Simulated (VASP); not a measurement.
# BeSe (F-43m) in VASP: density of states with PBE

Aim: the density of states of BeSe with PBE.

All numbers are computed with VASP 6.6.1; they aren't measurements. Logs are shortened: lines on timing, memory, paths and dates and some standing lists are left out, and cuts for length are marked.

## 1. The structure

The structure is cubic, space group F-43m (No. 216). Conventional cell: a = 5.054 Å, b = 5.054 Å, c = 5.054 Å, α = 90.00°, β = 90.00°, γ = 90.00°. Around Be (site symmetry -43m) lie 4 Se at 2.19 Å. Se (site symmetry -43m) has 4 Be at 2.19 Å as nearest neighbours.

## 2. Density of states, PBE

File POSCAR:

```
BeSe
1.0
    0.0000000000      2.5270120000      2.5270120000
    2.5270120000      0.0000000000      2.5270120000
    2.5270120000      2.5270120000      0.0000000000
Be Se
1 1
Direct
    0.0000000000      0.0000000000      0.0000000000
    0.2500000000      0.2500000000      0.2500000000
```

File INCAR.step1:

```
PREC = Accurate
ENCUT = 520
EDIFF = 1E-7
ISMEAR = -1
SIGMA = 0.1
LREAL = False
LASPH = True
NELM = 100
ALGO = Normal
ISIF = 2
LWAVE = False
LCHARG = True
GGA = PE
NBANDS = 11
```

File KPOINTS.step1:

```
regular mesh
0
Gamma
  9 9 9
```

File INCAR.step2:

```
PREC = Accurate
ENCUT = 520
EDIFF = 1E-7
ISMEAR = -5
SIGMA = 0.1
LREAL = False
LASPH = True
NELM = 100
ALGO = Normal
ISIF = 2
LWAVE = False
LCHARG = False
GGA = PE
LORBIT = 11
NEDOS = 2001
ICHARG = 11
```

File KPOINTS.step2:

```
regular mesh
0
Gamma
  14 14 14
```

Potentials or basis: VASP PAW PBE potentials, release 64 (Be, Se).

Launch:

```console
$ cat potpaw_PBE.64/Be/POTCAR potpaw_PBE.64/Se/POTCAR > POTCAR
$ cp INCAR.step1 INCAR
$ cp KPOINTS.step1 KPOINTS
$ mpirun -np 1 vasp_std > vasp.out
$ cp INCAR.step2 INCAR
$ cp KPOINTS.step2 KPOINTS
$ mpirun -np 1 vasp_std > vasp.out
```

OUTCAR:

```text
PREC = Accurate
   ENCUT = 520
   EDIFF = 1E-7
   ISMEAR = -5
   LREAL = False
   LASPH = True
   NELM = 100
   ISIF = 2
   GGA = PE
   LORBIT = 11
   ICHARG = 11

 ion  position               nearest neighbor table
   1  0.000  0.000  0.000-   2 2.19   2 2.19   2 2.19   2 2.19
   2  0.250  0.250  0.250-   1 2.19   1 2.19   1 2.19   1 2.19

  LATTYP: Found a face centered cubic cell.
 ALAT       =     5.0540240000

  Lattice vectors:

 A1 = (   0.0000000000,   2.5270120000,   2.5270120000)
 A2 = (   2.5270120000,   0.0000000000,   2.5270120000)
 A3 = (   2.5270120000,   2.5270120000,   0.0000000000)

Analysis of symmetry for initial positions (statically):
=====================================================================
 Subroutine PRICEL returns:
 Original cell was already a primitive cell.

 Routine SETGRP: Setting up the symmetry group for a
 face centered cubic supercell.

 Subroutine GETGRP returns: Found 24 space group operations
 (whereof 24 operations were pure point group operations)
 out of a pool of 48 trial point group operations.

The static configuration has the point symmetry T_d .

Analysis of symmetry for dynamics (positions and initial velocities):
=====================================================================
 Subroutine PRICEL returns:
 Original cell was already a primitive cell.

 Routine SETGRP: Setting up the symmetry group for a
 face centered cubic supercell.

 Subroutine GETGRP returns: Found 24 space group operations
 (whereof 24 operations were pure point group operations)
 out of a pool of 48 trial point group operations.

The dynamic configuration has the point symmetry T_d .

 Subroutine INISYM returns: Found 24 space group operations
 (whereof 24 operations are pure point group operations),
 and found     1 'primitive' translations

----------------------------------------------------------------------------------------

                                     Primitive cell

  volume of cell :      32.2739

  direct lattice vectors                    reciprocal lattice vectors
     0.000000000  2.527012000  2.527012000    -0.197862139  0.197862139  0.197862139
     2.527012000  0.000000000  2.527012000     0.197862139 -0.197862139  0.197862139
     2.527012000  2.527012000  0.000000000     0.197862139  0.197862139 -0.197862139

  length of vectors
[... 88 lines left out ...]
   IBRION =     -1    ionic relax: 0-MD 1-quasi-New 2-CG
   NFREE  =      0    steps in history (QN), initial steepest desc. (CG)
   ISIF   =      2    stress and relaxation
   ISYM   =      2    0-nonsym 1-usesym 2-fastsym
   POTIM  = 0.5000    time-step for ionic-motion
   TEBEG  =    0.0;   TEEND  =   0.0 temperature during run
   PSTRESS=    0.0 pullay stress
   NELECT =       8.0000    total number of electrons
   NUPDOWN=      -1.0000    fix difference up-down
   EMIN   =  10.00;   EMAX   =-10.00  energy-range for DOS
   EFERMI =   0.00;   METHOD = LEGACY
   ISMEAR =    -5;   SIGMA  =   0.10  broadening in eV -4-tet -1-fermi 0-gaus
   EFERMI_NEDOS =   21; number of points for ismear=-14 and -15
   IALGO  =     38    algorithm
   IMIX   =      4    mixing-type and parameters
     AMIX     =   0.40;   BMIX     =  1.00
     AMIX_MAG =   1.60;   BMIX_MAG =  1.00
  volume/ion in A,a.u.               =      16.14       108.90
  Fermi-wavevector in a.u.,A,eV,Ry     =   1.028381  1.943359 14.389089  1.057568
  Thomas-Fermi vector in A             =   2.162375
   LORBIT       =     11    0 simple, 1 ext, 2 COOP (PROOUT), +10 PAW based schemes
   GGA     = PE    functional components
   LHFCALC =     F    Hartree Fock is set to
   AEXX    =    0.0000 exact exchange contribution
   IVDW    =     0    specifies the selected vdW correction
   LEPSILON=     F    determine dielectric tensor
   LRPA    =     F    only Hartree local field effects (RPA)
 non-spin polarized calculation
 Fermi weights with tetrahedron method with Bloechl corrections
  energy-cutoff  :      520.00
  volume of cell :       32.27
 maximum number of plane-waves:       893

 number of electron       8.0000001 magnetization

 Free energy of the ion-electron system (eV)
  ---------------------------------------------------
  ext. energy  EPLUGINS =         0.00000000
  ---------------------------------------------------
  free energy    TOTEN  =        -8.81011194 eV

  energy without entropy =       -8.81011194  energy(sigma->0) =       -8.81011194

 E-fermi :   3.8822     XC(G=0):  -9.6478

 val. band max:        3.8775692693   @ k =   0.0000   0.0000   0.0000
 cond. band min:       6.3766187845   @ k =   0.5000   0.5000   0.0000
 fundamental gap:      2.4990495152
 Fermi energy:         3.8822208900

 k-point     1 :       0.0000    0.0000    0.0000
  band No.  band energies     occupation
      1     -10.2794      2.00000
      2       3.8776      2.00000
      3       3.8776      2.00000
      4       3.8776      2.00000
      5       8.6441      0.00000
      6       8.8712      0.00000
      7       8.8712      0.00000
      8       8.8712      0.00000
[... 243 lines left out ...]
 k-point    24 :       0.2857    0.1429    0.0000
  band No.  band energies     occupation
      1      -9.5369      2.00000
      2       0.4723      2.00000
      3       2.4846      2.00000
      4       2.6296      2.00000
      5       8.3987      0.00000
      6      10.2334      0.00000
      7      11.0811      0.00000
      8      11.1885      0.00000

 [... further k-points ...]
[... 5 lines left out ...]
  --------------------------------------------------------------------------------------
  -------------------------------------------------------------------------------------
  Total        1.3121381      1.3121381      1.3121381     -0.0000000      0.0000000     -0.0000000
  in kB       65.1385688     65.1385688     65.1385688     -0.0000000      0.0000000     -0.0000000
  external PRESSURE =      65.1385688 kB  Pullay stress =       0.0000000 kB

 VOLUME and BASIS-vectors are now :
 -----------------------------------------------------------------------------
  energy-cutoff  :      520.00
  volume of cell :       32.27
      direct lattice vectors                 reciprocal lattice vectors
     0.000000000  2.527012000  2.527012000    -0.197862139  0.197862139  0.197862139
     2.527012000  0.000000000  2.527012000     0.197862139 -0.197862139  0.197862139
     2.527012000  2.527012000  0.000000000     0.197862139  0.197862139 -0.197862139

 POSITION                                       TOTAL-FORCE (eV/Angst)
 -----------------------------------------------------------------------------------
      0.00000      0.00000      0.00000        -0.000000      0.000000      0.000000
      1.26351      1.26351      1.26351         0.000000     -0.000000     -0.000000
 -----------------------------------------------------------------------------------
    total drift:                                0.000000      0.000000      0.000000

  FREE ENERGIE OF THE ION-ELECTRON SYSTEM (eV)
  ---------------------------------------------------
  free  energy   TOTEN  =        -8.8101119434 eV

  energy  without entropy=       -8.8101119434  energy(sigma->0) =       -8.81011194

 total charge

# of ion       s       p       d       tot
------------------------------------------
    1        0.394   0.657   0.000   1.051
    2        1.424   2.558   0.036   4.017
--------------------------------------------------
tot          1.818   3.215   0.036   5.068
```

Run time: 43 s. Hardware: 1 thread of Intel Xeon Platinum 8375C at 2.90GHz (Ice Lake), shared host; peak memory 0.17 GiB.

What came out:

```yaml
Valence_electrons_inside_the_program's_atomic_spheres: Be 1.05; Se 4.02
```

States per cell in windows of 0.5 eV (zero at the valence-band top; states under -8 eV left out):
```tsv
from (eV)	total	Se2_p	Be1_p	Be1_s	Se2_d	Se2_s	Be1_d
-8.0	0.00	0.00	0.00	0.00	0.00	0.00	0.00
-7.5	0.00	0.00	0.00	0.00	0.00	0.00	0.00
-7.0	0.00	0.00	0.00	0.00	0.00	0.00	0.00
-6.5	0.00	0.00	0.00	0.00	0.00	0.00	0.00
-6.0	0.20	0.07	0.01	0.02	0.00	0.00	0.00
-5.5	0.68	0.23	0.03	0.10	0.00	0.01	0.00
-5.0	0.62	0.22	0.02	0.09	0.00	0.01	0.00
-4.5	0.32	0.12	0.02	0.03	0.00	0.01	0.00
-4.0	0.48	0.19	0.04	0.03	0.00	0.01	0.00
-3.5	0.49	0.20	0.05	0.02	0.00	0.01	0.00
-3.0	0.78	0.33	0.10	0.02	0.01	0.01	0.00
-2.5	0.76	0.35	0.10	0.02	0.01	0.00	0.00
-2.0	0.64	0.31	0.09	0.01	0.00	0.00	0.00
-1.5	0.63	0.32	0.08	0.01	0.00	0.00	0.00
-1.0	0.31	0.17	0.03	0.00	0.00	0.00	0.00
-0.5	0.11	0.06	0.01	0.00	0.00	0.00	0.00
0.0	0.00	0.00	0.00	0.00	0.00	0.00	0.00
0.5	0.00	0.00	0.00	0.00	0.00	0.00	0.00
1.0	0.00	0.00	0.00	0.00	0.00	0.00	0.00
1.5	0.00	0.00	0.00	0.00	0.00	0.00	0.00
2.0	0.00	0.00	0.00	0.00	0.00	0.00	0.00
2.5	0.04	0.00	0.01	0.00	0.00	0.00	0.00
3.0	0.11	0.00	0.02	0.00	0.01	0.01	0.00
3.5	0.18	0.01	0.03	0.01	0.02	0.01	0.00
4.0	0.34	0.01	0.06	0.02	0.03	0.01	0.00
4.5	0.83	0.03	0.14	0.08	0.08	0.06	0.00
5.0	0.67	0.03	0.12	0.05	0.07	0.03	0.00
5.5	0.58	0.05	0.12	0.04	0.07	0.01	0.00
6.0	0.97	0.10	0.18	0.07	0.11	0.02	0.00
6.5	0.59	0.07	0.12	0.03	0.07	0.01	0.00
7.0	0.56	0.07	0.11	0.03	0.06	0.01	0.00
7.5	0.53	0.07	0.10	0.04	0.06	0.01	0.00
```
